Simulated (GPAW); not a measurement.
Crystal: CsSnI3.

```
Cs I Sn
1.0
     6.20570    0.00000    0.00000
     0.00000    6.20570    0.00000
     0.00000    0.00000    6.20570
Cs I Sn
1 3 1
Cartesian
  0.0000 0.0000 0.0000
  3.1029 3.1029 0.0000
  3.1029 0.0000 3.1029
  0.0000 3.1029 3.1029
  3.1029 3.1029 3.1029
```

| Property | Result |
| --- | --- |
| Program | GPAW 26.7.0 |
| Task | relaxation of cell and atoms |
| Functional | PBEsol |
| Dispersion | D3(BJ)+ATM |
| Potentials or basis | PAW data sets generated in the run's folder for this functional |
| Cutoff | 600 eV |
| Basis | pw |
| k mesh | 5 × 5 × 5 |
| Occupations | fermi-dirac, width 0.05 eV |
| Spin | no spin polarisation |

At the start: pressure -1.4 GPa; volume 47.80 Å³/atom.

Problem. Where does the relaxation end?

Solution. Over 4 steps the energy falls by 19.4 meV/atom and the volume is 43.88 Å³/atom (-8.2 %); space group Pm-3m (No. 221, to 0.05 Å).

The path:
```
step  energy change (eV)  largest force (eV/Å)  pressure (GPa)  volume (Å³)
   1              0.0000                0.0000           -1.45       238.99
   2             -0.0078                0.0000           -1.40       238.10
   3             -0.0952                0.0000            0.23       216.74
   4             -0.0970                0.0000           -0.03       219.41
```

Final structure:
```cif
data_structure
_symmetry_space_group_name_H-M 'P 1'
_symmetry_Int_Tables_number 1
_cell_length_a 6.0314
_cell_length_b 6.0314
_cell_length_c 6.0314
_cell_angle_alpha 90.000
_cell_angle_beta 90.000
_cell_angle_gamma 90.000
_cell_volume 219.41
loop_
_atom_site_label
_atom_site_type_symbol
_atom_site_fract_x
_atom_site_fract_y
_atom_site_fract_z
_atom_site_occupancy
Cs1 Cs 0.00000 0.00000 0.00000 1
I1 I 0.50000 0.50000 0.00000 1
I2 I 0.50000 0.00000 0.50000 1
I3 I 0.00000 0.50000 0.50000 1
Sn1 Sn 0.50000 0.50000 0.50000 1
```

Caveat: later steps reuse the first step's grids.
